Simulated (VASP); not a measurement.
# SiC (Fm-3m) in VASP: settings compared

One crystal, SiC, is run at these levels: PBE, PBEsol; tasks: relaxation of the atoms, relaxation of cell and atoms.

All numbers are computed with VASP 6.6.1; they aren't measurements. Logs are shortened: lines on timing, memory, paths and dates and some standing lists are left out, and cuts for length are marked.

### Step 1. Starting point

It takes space group Fm-3m (No. 225, cubic). Conventional cell: a = 4.239 Å, b = 4.239 Å, c = 4.239 Å, α = 90.00°, β = 90.00°, γ = 90.00°. Si (site symmetry m-3m) is surrounded by 6 C at 2.12 Å. C (site symmetry m-3m) has 6 Si at 2.12 Å as nearest neighbours.

The cell was built by a generator and needn't be a form met in nature.

### Step 2. Relaxation of the atoms, PBE (a relaxed cell with its volume scaled by 1.06)

File INCAR:

```
PREC = Accurate ; ENCUT = 600
EDIFF = 1E-7 ; ISMEAR = 0
SIGMA = 0.03 ; LREAL = False
LASPH = True ; NELM = 80
ALGO = Fast ; ISIF = 2
LWAVE = False ; LCHARG = False
GGA = PE ; IBRION = 2
NSW = 40 ; EDIFFG = -0.01
```

File KPOINTS:

```
Automatic mesh
0
Gamma
  12 12 12
```

File POSCAR:

```
SiC                                     
1.0
    0.0000000000      2.0687388225      2.0687388225
    2.0687388225      0.0000000000      2.0687388225
    2.0687388225      2.0687388225      0.0000000000
  Si              C             
     1     1
Direct
     0.0000000000000000    0.0000000000000000    0.0000000000000000
     0.5000000000000000    0.5000000000000000    0.5000000000000000
```

Potentials or basis: VASP PAW PBE potentials, release 64 (Si, C).

Started as:

```console
cat potpaw_PBE.64/Si/POTCAR potpaw_PBE.64/C/POTCAR > POTCAR
mpirun -np 1 vasp_std > vasp.out
```

OUTCAR:

```text
PREC = Accurate
   ENCUT = 600
   EDIFF = 1E-7
   ISMEAR = 0
   LREAL = False
   LASPH = True
   NELM = 80
   ISIF = 2
   GGA = PE
   IBRION = 2
   NSW = 40
   EDIFFG = -0.01

 ion  position               nearest neighbor table
   1  0.000  0.000  0.000-   2 2.07   2 2.07   2 2.07   2 2.07   2 2.07   2 2.07
   2  0.500  0.500  0.500-   1 2.07   1 2.07   1 2.07   1 2.07   1 2.07   1 2.07

  LATTYP: Found a face centered cubic cell.
 ALAT       =     4.1374776450

  Lattice vectors:

 A1 = (   0.0000000000,   2.0687388225,   2.0687388225)
 A2 = (   2.0687388225,   0.0000000000,   2.0687388225)
 A3 = (   2.0687388225,   2.0687388225,   0.0000000000)

Analysis of symmetry for initial positions (statically):
=====================================================================
 Subroutine PRICEL returns:
 Original cell was already a primitive cell.

 Routine SETGRP: Setting up the symmetry group for a
 face centered cubic supercell.

 Subroutine GETGRP returns: Found 48 space group operations
 (whereof 48 operations were pure point group operations)
 out of a pool of 48 trial point group operations.

The static configuration has the point symmetry O_h .

Analysis of symmetry for dynamics (positions and initial velocities):
=====================================================================
 Subroutine PRICEL returns:
 Original cell was already a primitive cell.

 Routine SETGRP: Setting up the symmetry group for a
 face centered cubic supercell.

 Subroutine GETGRP returns: Found 48 space group operations
 (whereof 48 operations were pure point group operations)
 out of a pool of 48 trial point group operations.

The dynamic configuration has the point symmetry O_h .

 Subroutine INISYM returns: Found 48 space group operations
 (whereof 48 operations are pure point group operations),
 and found     1 'primitive' translations

----------------------------------------------------------------------------------------

                                     Primitive cell

  volume of cell :      17.7071

  direct lattice vectors                    reciprocal lattice vectors
     0.000000000  2.068738822  2.068738822    -0.241693149  0.241693149  0.241693149
     2.068738822  0.000000000  2.068738822     0.241693149 -0.241693149  0.241693149
     2.068738822  2.068738822  0.000000000     0.241693149  0.241693149 -0.241693149

  length of vectors
     2.925638500  2.925638500  2.925638500     0.418624814  0.418624814  0.418624814

  position of ions in fractional coordinates (direct lattice)
     0.000000000  0.000000000  0.000000000
     0.500000000  0.500000000  0.500000000

  ion indices of the primitive-cell ions
   primitive index   ion index
                 1           1
                 2           2

----------------------------------------------------------------------------------------

 KPOINTS: Automatic mesh

Automatic generation of k-mesh.
 Grid dimensions read from file:
 generate k-points for:   12   12   12

 Generating k-lattice:

  Cartesian coordinates                     Fractional coordinates (reciprocal lattice)
    -0.020141096  0.020141096  0.020141096     0.083333333  0.000000000  0.000000000
     0.020141096 -0.020141096  0.020141096     0.000000000  0.083333333  0.000000000
     0.020141096  0.020141096 -0.020141096     0.000000000  0.000000000  0.083333333

  Length of vectors
     0.034885401  0.034885401  0.034885401

  Shift w.r.t. Gamma in fractional coordinates (k-lattice)
     0.000000000  0.000000000  0.000000000

 Subroutine IBZKPT returns following result:
 ===========================================

 Found     72 irreducible k-points:

 Following reciprocal coordinates:
            Coordinates               Weight
  0.000000  0.000000  0.000000      1.000000
  0.083333  0.000000  0.000000      8.000000
  0.166667  0.000000  0.000000      8.000000
  0.250000  0.000000  0.000000      8.000000
  0.333333  0.000000  0.000000      8.000000
  0.416667  0.000000  0.000000      8.000000
[... 16 lines left out ...]
  0.500000  0.166667  0.000000     24.000000
 -0.416667  0.166667  0.000000     24.000000
 [... further k-points ...]
   k-points           NKPTS =     72   k-points in BZ     NKDIM =     72   number of bands    NBANDS=      8
   number of dos      NEDOS =    301   number of ions     NIONS =      2
   total plane-waves  NPLWV =  13824
   dimension x,y,z NGX =    24 NGY =   24 NGZ =   24
   dimension x,y,z NGXF=    48 NGYF=   48 NGZF=   48
   ions per type =               1   1
   NGX,Y,Z   is equivalent  to a cutoff of  13.64, 13.64, 13.64 a.u.
   NGXF,Y,Z  is equivalent  to a cutoff of  27.28, 27.28, 27.28 a.u.
 SYSTEM =  unknown system
   PREC   = accura    normal or accurate (medium, high low for compatibility)
   ISTART =      0    job   : 0-new  1-cont  2-samecut
   ICHARG =      2    charge: 1-file 2-atom 10-const
   ISPIN  =      1    spin polarized calculation?
   LNONCOLLINEAR =      F non collinear calculations
   LSORBIT =      F    spin-orbit coupling
   LASPH  =      T    aspherical Exc in radial PAW
   ENCUT  =  600.0 eV  44.10 Ry    6.64 a.u.   5.84  5.84  5.84*2*pi/ulx,y,z
   NELM   =     80;   NELMIN=  2; NELMDL= -5     # of ELM steps
   EDIFF  = 0.1E-06   stopping-criterion for ELM
   LREAL  =      F    real-space projection
   EDIFFG = -.1E-01   stopping-criterion for IOM
   NSW    =     40    number of steps for IOM
   IBRION =      2    ionic relax: 0-MD 1-quasi-New 2-CG
   NFREE  =      1    steps in history (QN), initial steepest desc. (CG)
   ISIF   =      2    stress and relaxation
   ISYM   =      2    0-nonsym 1-usesym 2-fastsym
   POTIM  = 0.5000    time-step for ionic-motion
   TEBEG  =    0.0;   TEEND  =   0.0 temperature during run
   PSTRESS=    0.0 pullay stress
   NELECT =       8.0000    total number of electrons
   NUPDOWN=      -1.0000    fix difference up-down
   EMIN   =  10.00;   EMAX   =-10.00  energy-range for DOS
   EFERMI =   0.00;   METHOD = LEGACY
   ISMEAR =     0;   SIGMA  =   0.03  broadening in eV -4-tet -1-fermi 0-gaus
   EFERMI_NEDOS =   21; number of points for ismear=-14 and -15
   IALGO  =     68    algorithm
   IMIX   =      4    mixing-type and parameters
     AMIX     =   0.40;   BMIX     =  1.00
     AMIX_MAG =   1.60;   BMIX_MAG =  1.00
  volume/ion in A,a.u.               =       8.85        59.75
  Fermi-wavevector in a.u.,A,eV,Ry     =   1.256191  2.373858 21.470224  1.578017
  Thomas-Fermi vector in A             =   2.389911
   LORBIT       =      0    0 simple, 1 ext, 2 COOP (PROOUT), +10 PAW based schemes
   GGA     = PE    functional components
   LHFCALC =     F    Hartree Fock is set to
   AEXX    =    0.0000 exact exchange contribution
   IVDW    =     0    specifies the selected vdW correction
   LEPSILON=     F    determine dielectric tensor
   LRPA    =     F    only Hartree local field effects (RPA)
 conjugate gradient relaxation of ions
 non-spin polarized calculation
 RMM-DIIS sequential band-by-band and
 Gauss-broadening in eV      SIGMA  =   0.03
  energy-cutoff  :      600.00
  volume of cell :       17.71
 maximum number of plane-waves:       609
   NGX = 11   NGY = 11   NGZ = 11

 number of electron       8.0000000 magnetization

 Free energy of the ion-electron system (eV)
  ---------------------------------------------------
  ext. energy  EPLUGINS =         0.00000000
  ---------------------------------------------------
  free energy    TOTEN  =       -13.53566730 eV

  energy without entropy =      -13.53540806  energy(sigma->0) =      -13.53553768

 E-fermi :  11.4079     XC(G=0): -12.4062

 val. band max:       11.3739392319   @ k =  -0.1667   0.1667   0.0000
 cond. band min:      11.4183673089   @ k =   0.0000   0.0000   0.0000
 fundamental gap:      0.0444280769
 Fermi energy:        11.4079141306

 k-point     1 :       0.0000    0.0000    0.0000
  band No.  band energies     occupation
      1      -6.3066      2.00000
      2      11.4184      0.62218
      3      11.4184      0.62218
      4      11.4184      0.62216
      5      17.7606      0.00000
      6      20.3368      0.00000
      7      20.3368      0.00000
      8      20.3368      0.00000

 k-point     2 :       0.0833    0.0000    0.0000
  band No.  band energies     occupation
      1      -6.1450      2.00000
      2      10.5170      2.00000
      3      11.3293      1.99979
      4      11.3293      1.99979
      5      18.0899      0.00000
      6      20.0979      0.00000
      7      20.5567      0.00000
      8      20.5567      0.00000

 k-point     3 :       0.1667    0.0000    0.0000
  band No.  band energies     occupation
      1      -5.6622      2.00000
      2       8.4957      2.00000
      3      11.1138      2.00000
      4      11.1138      2.00000
      5      18.0475      0.00000
      6      19.7989      0.00000
      7      19.7989      0.00000
      8      20.4796      0.00000

 k-point     4 :       0.2500    0.0000    0.0000
  band No.  band energies     occupation
      1      -4.8649      2.00000
      2       6.1390      2.00000
      3      10.8729      2.00000
      4      10.8729      2.00000
      5      17.5682      0.00000
      6      18.4020      0.00000
      7      18.4020      0.00000
      8      21.0664      0.00000

 k-point     5 :       0.3333    0.0000    0.0000
  band No.  band energies     occupation
      1      -3.7691      2.00000
      2       3.8023      2.00000
      3      10.6809      2.00000
      4      10.6809      2.00000
      5      17.1897      0.00000
      6      17.3090      0.00000
      7      17.3090      0.00000
      8      20.7992      0.00000
[... 177 lines left out ...]
 k-point    22 :       0.4167    0.1667    0.0000
  band No.  band energies     occupation
      1      -2.8008      2.00000
      2       3.5363      2.00000
      3       8.7948      2.00000
      4       9.1692      2.00000
      5      14.1126      0.00000
      6      18.8292      0.00000
      7      19.4946      0.00000
      8      21.5145      0.00000

 k-point    23 :       0.5000    0.1667    0.0000
  band No.  band energies     occupation
      1      -1.4583      2.00000
      2       1.6183      2.00000
      3       8.1501      2.00000
      4       9.3519      2.00000
      5      14.1900      0.00000
      6      18.5449      0.00000
      7      19.0765      0.00000
      8      22.9939      0.00000

 k-point    24 :      -0.4167    0.1667    0.0000
  band No.  band energies     occupation
      1      -1.0805      2.00000
      2       1.1576      2.00000
      3       7.6722      2.00000
      4       9.7486      2.00000
      5      14.6331      0.00000
      6      17.8712      0.00000
      7      19.1175      0.00000
      8      23.2428      0.00000

 [... further k-points ...]
[... 5 lines left out ...]
  --------------------------------------------------------------------------------------
  -------------------------------------------------------------------------------------
  Total       -1.4655277     -1.4655277     -1.4655277     -0.0000000      0.0000000     -0.0000000
  in kB     -132.6043071   -132.6043071   -132.6043071     -0.0000000      0.0000000     -0.0000000
  external PRESSURE =    -132.6043071 kB  Pullay stress =       0.0000000 kB

 VOLUME and BASIS-vectors are now :
 -----------------------------------------------------------------------------
  energy-cutoff  :      600.00
  volume of cell :       17.71
      direct lattice vectors                 reciprocal lattice vectors
     0.000000000  2.068738822  2.068738822    -0.241693149  0.241693149  0.241693149
     2.068738822  0.000000000  2.068738822     0.241693149 -0.241693149  0.241693149
     2.068738822  2.068738822  0.000000000     0.241693149  0.241693149 -0.241693149

 POSITION                                       TOTAL-FORCE (eV/Angst)
 -----------------------------------------------------------------------------------
      0.00000      0.00000      0.00000         0.000000      0.000000      0.000000
      2.06874      2.06874      2.06874        -0.000000     -0.000000     -0.000000
 -----------------------------------------------------------------------------------
    total drift:                               -0.000000     -0.000000      0.000000

  FREE ENERGIE OF THE ION-ELECTRON SYSTEM (eV)
  ---------------------------------------------------
  free  energy   TOTEN  =       -13.5356672976 eV

  energy  without entropy=      -13.5354080575  energy(sigma->0) =      -13.53553768

 reached required accuracy - stopping structural energy minimisation
```

Run time: 4.6 s. Hardware: 1 thread of Intel Xeon 6975P-C (Granite Rapids), shared host; peak memory 0.14 GiB.

What came out:

| Quantity | Value |
| --- | --- |
| Free energy | -13.5357 eV |
| Pressure after relaxing | -13.3 GPa |
| Band gap on the k mesh | none (metal or under the smearing width) |

Final structure:
```yaml
crystal:
  lattice:
    - [0.00000, 2.06874, 2.06874]
    - [2.06874, 0.00000, 2.06874]
    - [2.06874, 2.06874, 0.00000]
  atoms:
    - { symbol: Si, position: [0.00000, 0.00000, 0.00000] }
    - { symbol: C, position: [0.50000, 0.50000, 0.50000] }
```

Levels at points of the mesh, in eV from the Fermi level:
```tsv
k point	band 2	band 3	band 4	band 5	band 6	band 7
(0.00, 0.00, 0.00)	0.01	0.01	0.01	6.35	8.93	8.93
(0.50, 0.00, 0.00)	-11.04	-0.88	-0.88	4.98	4.98	5.51
(0.50, 0.50, 0.00)	-9.22	-4.04	-4.04	-1.34	2.82	13.92
```

Caveat: the relaxation stopped at its first step, so nothing moved.

(Part 1 of 2 ends here.)
